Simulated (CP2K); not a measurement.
# In (Im-3m) in CP2K: reference runs

Aim: a first look at In with PBEsol, on the cell as given and on a disturbed one, then over a range of volumes.

Program: CP2K 2026.2. These are calculated values, not measurements. Logs are shortened: lines on timing, memory, paths and dates and some standing lists are left out, and cuts for length are marked.

**1. The structure**

Symmetry: Im-3m, No. 229, cubic system. The conventional cell has a = 3.765 Å, b = 3.765 Å, c = 3.765 Å, α = 90.00°, β = 90.00°, γ = 90.00°. Around In (site symmetry m-3m) lie 8 In at 3.26 Å.

This isn't the form of In at room conditions, which is tetragonal.

**2. Single point, PBEsol**

Contents of in_scf.inp:

```
&GLOBAL
  PROJECT in_scf
  RUN_TYPE ENERGY_FORCE
  PRINT_LEVEL LOW
&END GLOBAL
&FORCE_EVAL
  METHOD QS
  STRESS_TENSOR ANALYTICAL
  &DFT
    BASIS_SET_FILE_NAME BASIS_MOLOPT_UZH
    POTENTIAL_FILE_NAME POTENTIAL_UZH
    &MGRID
      CUTOFF 450
      REL_CUTOFF 60
      NGRIDS 4
    &END MGRID
    &QS
      METHOD GPW
      EPS_DEFAULT 1.0E-10
    &END QS
    &KPOINTS
      SCHEME MONKHORST-PACK 10 10 10
      GAMMA_CENTERED T
      SYMMETRY T
      SYMMETRY_BACKEND SPGLIB
    &END KPOINTS
    &SCF
      SCF_GUESS ATOMIC
      EPS_SCF 1.0E-6
      MAX_SCF 100
      ADDED_MOS 8
      CHOLESKY OFF
      EPS_EIGVAL 1.0E-7
      &DIAGONALIZATION ON
        ALGORITHM STANDARD
      &END DIAGONALIZATION
      &MIXING ON
        METHOD BROYDEN_MIXING
        ALPHA 0.4
        BETA 1.5
        NBUFFER 8
      &END MIXING
      &SMEAR ON
        METHOD FERMI_DIRAC
        ELECTRONIC_TEMPERATURE 580.23
      &END SMEAR
    &END SCF
    &XC
      &XC_FUNCTIONAL
        &GGA_X_PBE_SOL
        &END GGA_X_PBE_SOL
        &GGA_C_PBE_SOL
        &END GGA_C_PBE_SOL
      &END XC_FUNCTIONAL
    &END XC
    &PRINT
      &KPOINTS ON
      &END KPOINTS
      &MULLIKEN ON
      &END MULLIKEN
      &MO ON
        ENERGIES T
        OCCUPATION_NUMBERS T
        &EACH
          QS_SCF 0
        &END EACH
        ADD_LAST NUMERIC
      &END MO
      &LOWDIN ON
      &END LOWDIN
      &HIRSHFELD ON
        SHAPE_FUNCTION DENSITY
      &END HIRSHFELD
    &END PRINT
  &END DFT
  &SUBSYS
    &CELL
      A 3.2606293622 0.0000000000 0.0000000000
      B -1.0868764541 3.0741508439 0.0000000000
      C -1.0868764541 -1.5370754220 2.6622927259
      PERIODIC XYZ
    &END CELL
    &COORD
      In  0.0000000000 0.0000000000 0.0000000000
    &END COORD
    &KIND In
      BASIS_SET TZVP-MOLOPT-PBE-GTH-q13
      POTENTIAL GTH-PBE-q13
    &END KIND
    &PRINT
      &ATOMIC_COORDINATES ON
      &END ATOMIC_COORDINATES
      &CELL ON
      &END CELL
    &END PRINT
  &END SUBSYS
  &PRINT
    &FORCES ON
    &END FORCES
    &STRESS_TENSOR ON
    &END STRESS_TENSOR
  &END PRINT
&END FORCE_EVAL
```

Potentials or basis: POTENTIAL_UZH In GTH-PBE-q13; TZVP-MOLOPT-PBE-GTH basis.

Launch:

```sh
OMP_NUM_THREADS=1 cp2k.psmp -i in_scf.inp -o in_scf.out
```

in_scf.out:

```text

 CP2K| version string:                                       CP2K version 2026.2
 CP2K| Input file name                                                in_scf.inp

 GLOBAL| Force Environment number                                              1
 GLOBAL| Basis set file name                                    BASIS_MOLOPT_UZH
 GLOBAL| Potential file name                                       POTENTIAL_UZH
 GLOBAL| MM Potential file name                                     MM_POTENTIAL
 GLOBAL| Coordinate file name                                      __STD_INPUT__
 GLOBAL| Method name                                                        CP2K
 GLOBAL| Project name                                                     in_scf
 GLOBAL| Run type                                                   ENERGY_FORCE
 GLOBAL| FFT library                                                       FFTW3
 GLOBAL| Diagonalization library                                       ScaLAPACK
 GLOBAL| Cholesky decomposition library                                ScaLAPACK
 GLOBAL| DGEMM library                                                      BLAS
 GLOBAL| Direct generalized diagonalization requested                          F
 GLOBAL| Matrix multiplication library                                 ScaLAPACK
 GLOBAL| Global print level                                                  LOW
 GLOBAL| Total number of message passing processes                             1
 GLOBAL| Number of threads for this process                                    1
 GLOBAL| CPU model name                                                  UNKNOWN

 CELL| Volume [angstrom^3]:                                            26.685934
 CELL| Vector a [angstrom]:       3.261     0.000     0.000   |a| =     3.260629
 CELL| Vector b [angstrom]:      -1.087     3.074     0.000   |b| =     3.260629
 CELL| Vector c [angstrom]:      -1.087    -1.537     2.662   |c| =     3.260629
 CELL| Angle (b,c), alpha [degree]:                                   109.471221
 CELL| Angle (a,c), beta  [degree]:                                   109.471221
 CELL| Angle (a,b), gamma [degree]:                                   109.471221
 CELL| Numerically orthorhombic:                                              NO
 CELL| Periodicity                                                           XYZ

 CELL_REF| Volume [angstrom^3]:                                        26.685934
 CELL_REF| Vector a [angstrom     3.261     0.000     0.000   |a| =     3.260629
 CELL_REF| Vector b [angstrom    -1.087     3.074     0.000   |b| =     3.260629
 CELL_REF| Vector c [angstrom    -1.087    -1.537     2.662   |c| =     3.260629
 CELL_REF| Angle (b,c), alpha [degree]:                               109.471221
 CELL_REF| Angle (a,c), beta  [degree]:                               109.471221
 CELL_REF| Angle (a,b), gamma [degree]:                               109.471221
 CELL_REF| Numerically orthorhombic:                                          NO
 CELL_REF| Periodicity                                                       XYZ

[... 8 lines left out ...]
 TOTAL NUMBERS AND MAXIMUM NUMBERS

  Total number of            - Atomic kinds:                                   1
                             - Atoms:                                          1
                             - Shell sets:                                     1
                             - Shells:                                        10
                             - Primitive Cartesian functions:                  6
                             - Cartesian basis functions:                     40
                             - Spherical basis functions:                     34

  Maximum angular momentum of- Orbital basis functions:                        3
                             - Local part of the GTH pseudopotential:          0
                             - Non-local part of the GTH pseudopotential:      4

 MODULE QUICKSTEP: ATOMIC COORDINATES IN ANGSTROM

   Atom Kind Element         X             Y             Z       Z(eff)     Mass
      1    1 In   49      0.000000      0.000000      0.000000  13.0000 114.8180

 SCF PARAMETERS         Density guess:                                    ATOMIC
[... 9 lines left out ...]
                        --------------------------------------------------------
                        level_shift [a.u.]:                             0.000000
                        added MOs                                         8    0
                        --------------------------------------------------------
[... 121 lines left out ...]
 MO|     10               0.588465              16.012938               0.000000
 MO|     11               0.588469              16.013068               0.000000
 MO|     12               0.749947              20.407084               0.000000
 MO|     13               1.065451              28.992387               0.000000
[... 31 lines left out ...]
 MO|      3              -0.284312              -7.736523               2.000000
 MO|      4              -0.283206              -7.706418               2.000000
 MO|      5              -0.279229              -7.598199               2.000000
 MO|      6               0.116691               3.175330               2.000000
 MO|      7               0.155590               4.233832               2.000000
 MO|      8               0.312828               8.512492               0.000000
 MO|      9               0.472777              12.864903               0.000000
 MO|     10               0.682744              18.578420               0.000000
 MO|     11               0.808988              22.013674               0.000000
 MO|     12               0.847943              23.073714               0.000000
 MO|     13               0.869299              23.654820               0.000000
 MO|     14               1.150899              31.317544               0.000000
 MO|     15               1.199446              32.638583               0.000000
 MO| Sum:                                                              14.000000
 MO| E(Fermi):            0.238603 a.u.          6.492704 eV
 MO| Band gap:            0.157238 a.u.          4.278660 eV

 MO| EIGENVALUES AND OCCUPATION NUMBERS FOR K POINT 4
 MO|
 MO|  Index      Eigenvalue [a.u.]        Eigenvalue [eV]             Occupation
 MO|      1              -0.295500              -8.040965               2.000000
 MO|      2              -0.292344              -7.955088               2.000000
 MO|      3              -0.283051              -7.702206               2.000000
 MO|      4              -0.282728              -7.693423               2.000000
 MO|      5              -0.279485              -7.605187               2.000000
 MO|      6               0.109743               2.986257               2.000000
 MO|      7               0.146161               3.977254               2.000000
 MO|      8               0.365515               9.946159               0.000000
 MO|      9               0.410861              11.180103               0.000000
 MO|     10               0.742661              20.208827               0.000000
 MO|     11               0.763105              20.765141               0.000000
 MO|     12               0.948819              25.818687               0.000000
 MO|     13               0.976802              26.580138               0.000000
 MO|     14               1.074186              29.230084               0.000000
 MO|     15               1.098787              29.899517               0.000000
 MO| Sum:                                                              14.000000
 MO| E(Fermi):            0.238603 a.u.          6.492704 eV
 MO| Band gap:            0.219353 a.u.          5.968905 eV

 MO| EIGENVALUES AND OCCUPATION NUMBERS FOR K POINT 5
 MO|
 MO|  Index      Eigenvalue [a.u.]        Eigenvalue [eV]             Occupation
 MO|      1              -0.294055              -8.001631               2.000000
 MO|      2              -0.293110              -7.975919               2.000000
 MO|      3              -0.283677              -7.719240               2.000000
 MO|      4              -0.279963              -7.618186               2.000000
 MO|      5              -0.278328              -7.573694               2.000000
 MO|      6               0.166801               4.538895               2.000000
 MO|      7               0.251601               6.846418               0.001692
 MO|      8               0.276139               7.514129               0.000000
 MO|      9               0.409890              11.153675               0.000000
 MO|     10               0.496234              13.503210               0.000000
 MO|     11               0.554243              15.081709               0.000000
 MO|     12               0.873648              23.773185               0.000000
 MO|     13               1.042844              28.377238               0.000000
[... 179 lines left out ...]
 MO|      4              -0.284372              -7.738144               2.000000
 MO|      5              -0.280292              -7.627139               2.000000
 MO|      6               0.056015               1.524241               2.000000
 MO|      7               0.297594               8.097944               0.000000
 MO|      8               0.332337               9.043361               0.000000
 MO|      9               0.463060              12.600500               0.000000
 MO|     10               0.536959              14.611400               0.000000
 MO|     11               0.747577              20.342609               0.000000
 MO|     12               0.779145              21.201602               0.000000
 MO|     13               0.918252              24.986909               0.000000
 MO|     14               0.956000              26.014087               0.000000
 MO|     15               1.135917              30.909862               0.000000
 MO| Sum:                                                              12.000000
 MO| E(Fermi):            0.238603 a.u.          6.492704 eV

 [... the levels of further k-points ...]

 !-----------------------------------------------------------------------------!
                     Mulliken Population Analysis

 #  Atom  Element  Kind  Atomic population                           Net charge
       1     In       1         13.000000                             -0.000000
 # Total charge                             13.000000                 -0.000000

 !-----------------------------------------------------------------------------!

 !-----------------------------------------------------------------------------!
                           Hirshfeld Charges

  #Atom  Element  Kind  Ref Charge     Population                    Net charge
      1       In     1      13.000         13.000                        -0.000

  Total Charge                                                           -0.000
 !-----------------------------------------------------------------------------!

 LOWDIN POPULATION ANALYSIS

 #  Atom  Element  Kind  Atomic population                           Net charge
       1     In       1         13.000000                              0.000000
 # Total charge                             13.000000                  0.000000

 ENERGY| Total FORCE_EVAL ( QS ) energy [hartree]            -56.226982594328909

 FORCES| Atomic forces [hartree/bohr]
 FORCES|   Atom     x               y               z               |f|
 FORCES|      1 -1.12918677E-15 -9.42571825E-15 -2.58694306E-15   9.83928359E-15
 FORCES| Sum    -1.12918677E-15 -9.42571825E-15 -2.58694306E-15
 FORCES| Total atomic force                                       9.83928359E-15

 STRESS| Analytical stress tensor [bar]
 STRESS|                        x                   y                   z
 STRESS|      x       -9.70074193735E+03  -1.28989846925E-02   1.33312932523E-01
 STRESS|      y       -1.28989846925E-02  -9.70075854356E+03   5.27903856759E-02
 STRESS|      z        1.33312932523E-01   5.27903856759E-02  -9.70054408838E+03
 STRESS| 1/3 Trace                                            -9.70068152310E+03
 STRESS| Determinant                                          -9.12865386703E+11

 STRESS| Eigenvectors and eigenvalues of the analytical stress tensor [bar]
 STRESS|                        1                   2                   3
 STRESS| Eigenvalues  -9.70082820101E+03  -9.70074538804E+03  -9.70047098025E+03
 STRESS|      x           0.758149118042      0.489050252258      0.431323272706
 STRESS|      y           0.477190453886     -0.866897011613      0.144148680105
 STRESS|      z          -0.444408804516     -0.096537153586      0.890607316636
```

Run time: 82 s. Hardware: 1 thread of Arm Neoverse V2, shared host; peak memory 0.3 GiB.

What came out:

```yaml
Free_energy: -1530.0140 eV
Pressure: -1.0 GPa
Band_gap_on_the_k_mesh: none (metal or under the smearing width)
```

Levels at points of the mesh, in eV from the Fermi level:
```tsv
k point	band 3	band 4	band 5	band 6	band 7	band 8	band 9	band 10
(0.00, 0.00, 0.00)	-14.46	-14.18	-14.18	-9.37	10.87	10.88	10.88	15.52
(0.00, 0.00, 0.50)	-14.20	-14.19	-14.02	-3.85	-3.08	5.89	7.47	10.35
(0.50, 0.50, 0.50)	-14.06	-14.06	-14.06	0.94	1.32	1.32	1.32	5.46
```

Caveat: the potentials were made for another functional, which shifts forces and pressure; the basis of atomic orbitals isn't converged, which shifts pressures, moduli and gaps.

**3. Single point, PBEsol, 26.69 Å³/atom**

Contents of in_eos.inp:

```
&GLOBAL
  PROJECT in_eos
  RUN_TYPE ENERGY_FORCE
  PRINT_LEVEL LOW
&END GLOBAL
&FORCE_EVAL
  METHOD QS
  STRESS_TENSOR ANALYTICAL
  &DFT
    BASIS_SET_FILE_NAME BASIS_MOLOPT_UZH
    POTENTIAL_FILE_NAME POTENTIAL_UZH
    &MGRID
      CUTOFF 450
      REL_CUTOFF 60
      NGRIDS 5
    &END MGRID
    &QS
      METHOD GPW
      EPS_DEFAULT 1.0E-10
    &END QS
    &KPOINTS
      SCHEME MONKHORST-PACK 10 10 10
      GAMMA_CENTERED T
      SYMMETRY T
      SYMMETRY_BACKEND SPGLIB
    &END KPOINTS
    &SCF
      SCF_GUESS ATOMIC
      EPS_SCF 1.0E-6
      MAX_SCF 100
      ADDED_MOS 8
      CHOLESKY OFF
      EPS_EIGVAL 1.0E-7
      &DIAGONALIZATION ON
        ALGORITHM STANDARD
      &END DIAGONALIZATION
      &MIXING ON
        METHOD BROYDEN_MIXING
        ALPHA 0.4
        BETA 1.5
        NBUFFER 8
      &END MIXING
      &SMEAR ON
        METHOD FERMI_DIRAC
        ELECTRONIC_TEMPERATURE [K] 580.226
      &END SMEAR
    &END SCF
    &XC
      &XC_FUNCTIONAL
        &GGA_X_PBE_SOL
        &END GGA_X_PBE_SOL
        &GGA_C_PBE_SOL
        &END GGA_C_PBE_SOL
      &END XC_FUNCTIONAL
    &END XC
    &PRINT
      &KPOINTS ON
      &END KPOINTS
      &MULLIKEN ON
      &END MULLIKEN
      &MO ON
        ENERGIES T
        OCCUPATION_NUMBERS T
        &EACH
          QS_SCF 0
        &END EACH
        ADD_LAST NUMERIC
      &END MO
    &END PRINT
  &END DFT
  &SUBSYS
    &CELL
      A 3.2606293622 0.0000000000 0.0000000000
      B -1.0868764541 3.0741508439 0.0000000000
      C -1.0868764541 -1.5370754220 2.6622927259
      PERIODIC XYZ
    &END CELL
    &COORD
      SCALED
      In  0.0000000000 0.0000000000 0.0000000000
    &END COORD
    &KIND In
      BASIS_SET TZVP-MOLOPT-PBE-GTH-q13
      POTENTIAL GTH-PBE-q13
    &END KIND
    &PRINT
      &ATOMIC_COORDINATES ON
      &END ATOMIC_COORDINATES
      &CELL ON
      &END CELL
    &END PRINT
  &END SUBSYS
  &PRINT
    &FORCES ON
    &END FORCES
    &STRESS_TENSOR ON
    &END STRESS_TENSOR
  &END PRINT
&END FORCE_EVAL
```

Potentials or basis: POTENTIAL_UZH In GTH-PBE-q13; TZVP-MOLOPT-PBE-GTH basis.

Launch:

```sh
OMP_NUM_THREADS=1 cp2k.psmp -i in_eos.inp -o in_eos.out
```

Run time: 78 s. Hardware: 1 thread of Arm Neoverse V2, shared host; peak memory 0.3 GiB.

It converged, with:

| Property | Result |
| --- | --- |
| Free energy | -1530.0140 eV |
| Pressure | -1.0 GPa |
| Band gap on the k mesh | none (metal or under the smearing width) |

Caveat: the potentials were made for another functional, which shifts forces and pressure; the basis of atomic orbitals isn't converged, which shifts pressures, moduli and gaps.

**4. Single point, PBEsol, 26.15 Å³/atom (volume scaled by 0.98)**

in_eos.inp, as its differences from that of step 3:

```diff
@@ -11,2 +11,3 @@
     POTENTIAL_FILE_NAME POTENTIAL_UZH
+    WFN_RESTART_FILE_NAME previous-RESTART.kp
     &MGRID
@@ -27,3 +28,3 @@
     &SCF
-      SCF_GUESS ATOMIC
+      SCF_GUESS RESTART
       EPS_SCF 1.0E-6
@@ -72,5 +73,5 @@
     &CELL
-      A 3.2606293622 0.0000000000 0.0000000000
-      B -1.0868764541 3.0741508439 0.0000000000
-      C -1.0868764541 -1.5370754220 2.6622927259
+      A 3.2387452843 0.0000000000 0.0000000000
+      B -1.0795817615 3.0535183374 0.0000000000
+      C -1.0795817615 -1.5267591687 2.6444244511
       PERIODIC XYZ
```

Launch:

```sh
OMP_NUM_THREADS=1 cp2k.psmp -i in_eos.inp -o in_eos.out
```

It took 72 s on 1 thread of Arm Neoverse V2, shared host; peak memory 0.3 GiB.

Results (log left out):

| Item | Value |
| --- | --- |
| Free energy | -1530.0160 eV |
| Pressure | -0.2 GPa |
| Band gap on the k mesh | none (metal or under the smearing width) |

Caveat: the potentials were made for another functional, which shifts forces and pressure; the basis of atomic orbitals isn't converged, which shifts pressures, moduli and gaps.

(Continued in part 2 of 2.)
